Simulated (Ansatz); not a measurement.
## Ansatz 0.2.0, vacancy hop by nudged elastic band: AlP

Run with:

```bash
ansatz run input.yaml --threads 4 --pin off --max-ram 8192MiB --backend cpu --events-out ev --progress --plain --runs-dir out
```

input.yaml:

```yaml
crystal:
  lattice:
    - [0.0, 5.427906, 5.427906]
    - [5.427906, 0.0, 5.427906]
    - [5.427906, 5.427906, 0.0]
  atoms:
    - { symbol: Al, position: [0.00272589, 0.00180742, -0.00254101] }
    - { symbol: P, position: [0.12347175, 0.12353974, 0.12478578] }
    - { symbol: Al, position: [-0.0004835, 0.00700977, 0.49463895] }
    - { symbol: P, position: [0.12901433, 0.11928114, 0.62711936] }
    - { symbol: Al, position: [0.00113179, 0.49988758, 0.00235017] }
    - { symbol: P, position: [0.12657371, 0.62416532, 0.12366764] }
    - { symbol: Al, position: [-0.00140192, 0.5045033, 0.5001627] }
    - { symbol: Al, position: [0.49926265, 0.00336585, 0.00142189] }
    - { symbol: P, position: [0.62908701, 0.12142464, 0.11917754] }
    - { symbol: Al, position: [0.50271312, -0.00218357, 0.49784547] }
    - { symbol: P, position: [0.62829102, 0.12458278, 0.62639142] }
    - { symbol: Al, position: [0.49439365, 0.50229721, -0.00106567] }
    - { symbol: P, position: [0.6271642, 0.62223256, 0.12196624] }
    - { symbol: Al, position: [0.50152278, 0.49663241, 0.50132779] }
    - { symbol: P, position: [0.62126417, 0.62518835, 0.62758406] }
kpoints:
  mp_grid: { grid: [2, 2, 2] }
magnetization:
  spin_polarized: false
scf:
  occupations: { method: gaussian, width: 0.1 }
hamiltonian:
  pseudopotentials: { kind: paw }
  xc: pbe
basis:
  ecutwfc: 420
neb:
  images: 5
  relax_end_points: true
  climbing: true
  f_tol: 0.1
  max_iterations: 40
  order_check: false
  final_atoms:
    - { symbol: Al, position: [0.00272589, 0.00180742, -0.00254101] }
    - { symbol: P, position: [0.12347175, 0.12353974, 0.12478578] }
    - { symbol: Al, position: [-0.0004835, 0.00700977, 0.49463895] }
    - { symbol: P, position: [0.12901433, 0.11928114, 0.62711936] }
    - { symbol: Al, position: [0.00113179, 0.49988758, 0.00235017] }
    - { symbol: P, position: [0.12657371, 0.62416532, 0.12366764] }
    - { symbol: Al, position: [-0.00140192, 0.5045033, 0.5001627] }
    - { symbol: Al, position: [0.49926265, 0.00336585, 0.00142189] }
    - { symbol: P, position: [0.62908701, 0.12142464, 0.11917754] }
    - { symbol: Al, position: [0.50271312, -0.00218357, 0.49784547] }
    - { symbol: P, position: [0.62829102, 0.12458278, 0.62639142] }
    - { symbol: Al, position: [0.49439365, 0.50229721, -0.00106567] }
    - { symbol: P, position: [1.1293675, 0.62574294, -0.37326944] }
    - { symbol: Al, position: [0.50152278, 0.49663241, 0.50132779] }
    - { symbol: P, position: [0.62126417, 0.62518835, 0.62758406] }
```

Origin of the cell: a database entry, scaled a little.

The cell is 2×2×2 cells of AlP with one P taken out; atom 13 (P) hops into the empty site, 3.83 Å away before the end points are relaxed. All atoms were shaken by about 0.02 Å first.

Output (shortened):

```
Warning: neb: disabling space-group detection — the band's intermediate images generally break the endpoint symmetry, so no spatial operation reduces the k-mesh or symmetrises the density, ex […]
Pseudopotentials: kind: paw
Pseudopotential: Al, paw, valence charge 3, recommended cutoff 420 eV (normal), Al.paw.azcp
Pseudopotential: P, paw, valence charge 5, recommended cutoff 420 eV (normal), P.paw.azcp
Functional definition: PBE
  exchange = pbe_x(kappa = kappa, mu = beta*pi^2/3)
  correlation = pbe_c(beta = beta)
parallel-image band execution: 2 concurrent image workers
NEB image 0
Crystal: 15 atoms, lattice volume = 319.836 Å³
Basis set: ecut = 420 eV, 6231 PW (Γ), exchange–correlation on 108×108×108 points (8 copies of the dense FFT grid, shifted against one another)
Bands: 45, of which v1, the nominal top of the filled ones, is band 30 counted from 1 (29 counted from 0)
[… 6 lines left out …]
Initial density: superposition of atomic densities (neutral atoms: chi_scale 0, normalization atom), corrected by the library's trained network
Functional: x = pbe(κ = 0.804, μ = 0.219515), c = pbe(β = 0.066725)
SCF iter   1: F=—  HF=-9595.321956 eV  Δρ=1.72e-3  dr2=1.60e-2  defer=2
SCF iter   2: F=—  HF=-9595.321618 eV  Δρ=9.05e-4  dr2=3.41e-3  defer=4
SCF iter   3: F=—  HF=-9595.321845 eV  Δρ=2.71e-4  dr2=3.70e-4  defer=4
SCF iter   4: F=—  HF=-9595.321869 eV  Δρ=6.14e-5  dr2=2.40e-5  defer=4
SCF iter   5: F=—  HF=-9595.321936 eV  Δρ=1.98e-5  dr2=2.58e-6  defer=4
SCF iter   6: F=—  HF=-9595.321936 eV  Δρ=5.56e-6  dr2=1.93e-7  defer=4
SCF iter   7: F=-9595.321936 eV  HF=-9595.321936 eV  Δρ=1.38e-6  dr2=9.98e-9
NEB iter   1: max|band force component| = 8.131e1 eV/Å  barrier→ = 25.8782 eV  barrier← = 25.8780 eV  Δτ_max = 0.1989 Å  (55 SCF iters)
NEB iter   2: max|band force component| = 2.505e1 eV/Å  barrier→ = 7.0786 eV  barrier← = 7.0783 eV  Δτ_max = 0.1922 Å  (40 SCF iters)
NEB iter   3: max|band force component| = 1.311e1 eV/Å  barrier→ = 3.8184 eV  barrier← = 3.8182 eV  Δτ_max = 0.2000 Å  (36 SCF iters)
NEB iter   4: max|band force component| = 5.965e0 eV/Å  barrier→ = 2.2082 eV  barrier← = 2.2079 eV  Δτ_max = 0.1988 Å  (37 SCF iters)
NEB iter   5: max|band force component| = 2.748e0 eV/Å  barrier→ = 1.6443 eV  barrier← = 1.6441 eV  Δτ_max = 0.1496 Å  (35 SCF iters)
NEB iter   6: max|band force component| = 9.024e-1 eV/Å  barrier→ = 1.5017 eV  barrier← = 1.5014 eV  Δτ_max = 0.1643 Å  (32 SCF iters)
NEB iter   7: max|band force component| = 2.683e-1 eV/Å  barrier→ = 1.4516 eV  barrier← = 1.4513 eV  CI = image 3  Δτ_max = 0.0291 Å  (29 SCF iters)
NEB iter   8: max|band force component| = 1.308e-1 eV/Å  barrier→ = 1.4275 eV  barrier← = 1.4272 eV  CI = image 3  Δτ_max = 0.0173 Å  (28 SCF iters)
NEB iter   9: max|band force component| = 5.875e-2 eV/Å  barrier→ = 1.4206 eV  barrier← = 1.4204 eV  CI = image 3  Δτ_max = 0.0000 Å  (26 SCF iters)
--- NEB band (7 images, 9 band iterations, 318 SCF iterations, 36 more in tests of the images' electronic states and relaxations of end points) ---
  forward barrier  = 1.420614 eV
  backward barrier = 1.420352 eV
  lagrangian_above_aufbau_ev (what the smearing adds, to first order; not taken off the barriers): saddle image -0.016879 eV, end points -0.021840 and -0.021425 eV
  climbing image's point = of an order that was not read
  energies are F+E_penalty+E_count in eV, relative to image 0
  image     s (Å)  Δ vs image 0  max|band force component| (eV/Å)
      0    0.0000      0.000000                                 —
      1    0.9548      0.520601                          1.639e-2
      2    1.9101      0.915524                          1.852e-2
  *   3    2.8661      1.420614                          5.875e-2
      4    3.8237      0.915612                          1.877e-2
      5    4.7806      0.509588                          1.486e-2
      6    5.7371      0.000262                                 —
```

The converged band:

```
image  path over all atoms (Å)  ΔF (eV)   P x     y  z (Å)
    0                     0.00    0.000  4.07  4.08   6.79
    1                     0.95    0.521  3.72  3.98   7.13
    2                     1.91    0.916  3.16  3.73   7.70
    3                     2.87    1.421  2.71  3.67   8.15
    4                     3.82    0.916  2.26  3.73   8.60
    5                     4.78    0.510  1.70  3.98   9.16
    6                     5.74    0.000  1.36  4.08   9.51
```

Relaxed start, forces in eV/Å:

```xyz
15
Lattice="0.000 5.428 5.428 5.428 0.000 5.428 5.428 5.428 0.000" Properties=species:S:1:pos:R:3:forces:R:3 pbc="T T T" image=0
Al   -0.009    0.003    0.003    0.001    0.000    0.002
P     1.359    1.356    1.359    0.001    0.001    0.001
Al    2.649    2.775   -0.058   -0.003    0.002   -0.002
P     4.068    4.064    1.361   -0.001    0.001    0.000
Al    2.644   -0.065    2.781    0.000   -0.001    0.001
P     4.066    1.358    4.065    0.000   -0.001    0.001
Al    5.492    2.783    2.786    0.001   -0.001   -0.001
Al   -0.008    2.711    2.713    0.000    0.000    0.000
P     1.352    4.070    4.073    0.000    0.001    0.001
Al    2.712    5.431    2.713    0.000    0.000    0.000
P     4.068    6.784    4.081    0.000    0.000   -0.001
Al    2.712    2.710    5.434    0.000    0.001    0.000
P     4.066    4.078    6.787    0.000    0.000    0.001
Al    5.489    5.363    5.367    0.000   -0.001   -0.002
P     6.772    6.786    6.789    0.001    0.000   -0.001
```

Highest image (3), forces in eV/Å:

```xyz
15
Lattice="0.000 5.428 5.428 5.428 0.000 5.428 5.428 5.428 0.000" Properties=species:S:1:pos:R:3:forces:R:3 pbc="T T T" image=3
Al   -0.003    0.116    0.004   -0.001   -0.030    0.001
P     1.260    1.676    1.266   -0.002    0.039   -0.002
Al    2.790    2.789   -0.243    0.007   -0.002    0.015
P     4.141    4.060    1.288    0.000   -0.010   -0.001
Al    2.705    0.565    2.725   -0.003    0.003    0.002
P     4.163    1.676    4.170    0.002    0.039    0.004
Al    5.672    2.789    2.640   -0.013   -0.002   -0.006
Al   -0.249    2.792    2.794    0.010   -0.003    0.005
P     1.282    4.061    4.148   -0.001   -0.013    0.001
Al    2.712    5.299    2.718    0.002    0.008   -0.002
P     4.147    6.496    4.151   -0.018    0.027   -0.017
Al    2.635    2.792    5.680   -0.005   -0.005   -0.013
P     2.708    3.675    8.149    0.002   -0.020   -0.002
Al    5.429    4.942    5.428    0.002   -0.059   -0.002
P     6.706    6.497    6.711    0.018    0.027    0.018
```

Relaxed end, forces in eV/Å:

```xyz
15
Lattice="0.000 5.428 5.428 5.428 0.000 5.428 5.428 5.428 0.000" Properties=species:S:1:pos:R:3:forces:R:3 pbc="T T T" image=6
Al   -0.002    0.008    0.002   -0.001   -0.009    0.009
P     1.356    1.356    1.370    0.002    0.003   -0.003
Al    2.708    2.713    0.004    0.010    0.005    0.011
P     4.069    4.074    1.364   -0.001    0.000   -0.005
Al    2.787   -0.070    2.646   -0.011    0.011    0.017
P     4.062    1.362    4.072   -0.010   -0.004    0.004
Al    5.433    2.718    2.725   -0.010    0.003   -0.012
Al   -0.065    2.775    2.657    0.008   -0.006    0.011
P     1.351    4.068    4.075    0.005   -0.004    0.002
Al    2.707    5.435    2.721    0.010   -0.008   -0.004
P     4.075    6.784    4.079    0.005    0.002   -0.001
Al    2.776    2.783    5.494   -0.009   -0.011   -0.009
P     1.360    4.084    9.505   -0.003    0.006   -0.005
Al    5.361    5.362    5.503    0.005    0.013   -0.015
P     6.783    6.791    6.782    0.000   -0.001    0.000
```

Barrier of this path: 1.42 eV forwards, 1.42 eV backwards, after 9 band iterations.

Caveats: no moments, though an odd count or open d shells may carry them; the k mesh is coarse if the cell is a metal; a small cell with a neutral vacancy and no spin, whose shape can make like sites unlike; the cell is held at a rescaled volume, and strain moves barriers; the hop was drawn among near neighbours and need not be the easiest path; few images and a loose tolerance, and neither the top nor the ends were tested for their order.

Time: 82 s on 4 threads of Intel(R) Xeon(R) Platinum 8488C (Sapphire Rapids), on a shared host, peak memory 1.1 GiB, from the program's own first density.
